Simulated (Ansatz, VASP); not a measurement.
## Sn2Ge in VASP and in Ansatz

The input INCAR:

```
  PREC = Accurate
  ENCUT = 520
  EDIFF = 1E-6
  ISMEAR = 0
  SIGMA = 0.1
  LREAL = F
  LASPH = T
  NELM = 80
  ALGO = Fast
  ISIF = 2
  LWAVE = F
  LCHARG = F
  GGA = PE
  NBANDS = 28
```

The input KPOINTS:

```
Automatic mesh
0
Gamma
  6 6 6
```

POSCAR

```
Sn2Ge
1.0
    0.0000000000      2.5115668900      6.7117850100
    2.2372616700      0.0000000000      6.7117850100
    2.2372616700      2.5115668900      0.0000000000
Sn Ge
2 1
Direct
    0.8333333300      0.8333333300      0.1666666700
    0.1666666700      0.1666666700      0.8333333300
    0.5000000000      0.5000000000      0.5000000000
```

Input for Ansatz:

```yaml
crystal:
  lattice:
    - [0.0, 2.51156689, 6.71178501]
    - [2.23726167, 0.0, 6.71178501]
    - [2.23726167, 2.51156689, 0.0]
  atoms:
    - { symbol: Sn, position: [0.83333333, 0.83333333, 0.16666667] }
    - { symbol: Sn, position: [0.16666667, 0.16666667, 0.83333333] }
    - { symbol: Ge, position: [0.5, 0.5, 0.5] }
basis:
  ecutwfc: 420
kpoints:
  mp_grid: { grid: [6, 6, 6] }
hamiltonian:
  xc: pbe
scf:
  occupations: { method: gaussian, width: 0.1 }
  lower_state_search: "off"
output:
  forces: true
  stress: true
  eigenvalues: true
```

Alike in both runs: task single point; functional PBE; k mesh 6 × 6 × 6; occupations gaussian, width 0.1 eV; no spin polarisation.

|  | VASP | Ansatz |
| --- | --- | --- |
| version | VASP 6.6.1 | Ansatz 0.2.0 |
| potentials or method | VASP PAW PBE potentials, release 64 (Sn_d, Ge_d) | scalar-relativistic, plane waves, PAW |
| plane-wave cutoff (eV) | 520 | 420 |
| valence electrons in the cell | 42 | 42 |

|  | VASP | Ansatz | Ansatz less VASP |
| --- | --- | --- | --- |
| gap on the k mesh at the Fermi level (eV) | none | none | - |
| pressure (GPa) | 0.6 | 0.6 | +0.06 |
| largest component of the traceless stress (GPa) | 2.15 | 2.15 | +0.004 |
| rms of the force components (eV/Å) | 0.341 | 0.342 | +0.0004 |

Atom by atom the forces differ by 0.000 eV/Å (rms over components). A gap of «none» marks a metal or a gap that the smearing closes.
